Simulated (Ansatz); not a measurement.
The system is Pb.

```
Pb
1.0
     3.48000    0.00000    0.00000
    -1.74000    3.01377    0.00000
     0.00000    0.00000    5.59000
Pb
2
Direct
  0.66667 0.33333 0.75000
  0.33333 0.66667 0.25000
```

This isn't the form of Pb at room conditions, which is fcc.

```yaml
Program: Ansatz 0.2.0
Task: single point
Functional: PBE
Potentials_or_basis: all-electron LAPW, scalar-relativistic
Cutoff: 161 eV (chosen from the basis error)
Basis_error_allowed: 0.001 eV/atom
k_mesh: 9 × 9 × 5
Occupations: fermi-dirac, width 0.05 eV
Spin: no spin polarisation
```

On this cell: pressure 4.1 GPa; largest force under 0.003 eV/Å; band gap on the k mesh none (metal or under the smearing width).

The same run follows on a disturbed copy (atoms moved at random, drawn with an rms of 0.05 Å):

```
Pb
1.0
     3.48000    0.00000    0.00000
    -1.74000    3.01377    0.00000
     0.00000    0.00000    5.59000
Pb
2
Cartesian
  1.7483 1.0604 4.1723
  -0.0038 2.0711 1.4324
```

Question: What does the disturbed cell give?

Answer: The energy (extrapolated to zero smearing) moves by +1.1 meV/atom; pressure 4.2 GPa; largest force 0.096 eV/Å; band gap on the k mesh none (metal or under the smearing width).

Forces in eV/Å, atoms in the order of the input:
```
Pb  -0.004  0.002  0.096
Pb   0.004 -0.002 -0.096
```

Stress tensor (GPa, compression positive):
```
 2.90  0.01 -0.01
 0.01  2.91  0.00
-0.01  0.00  6.82
```
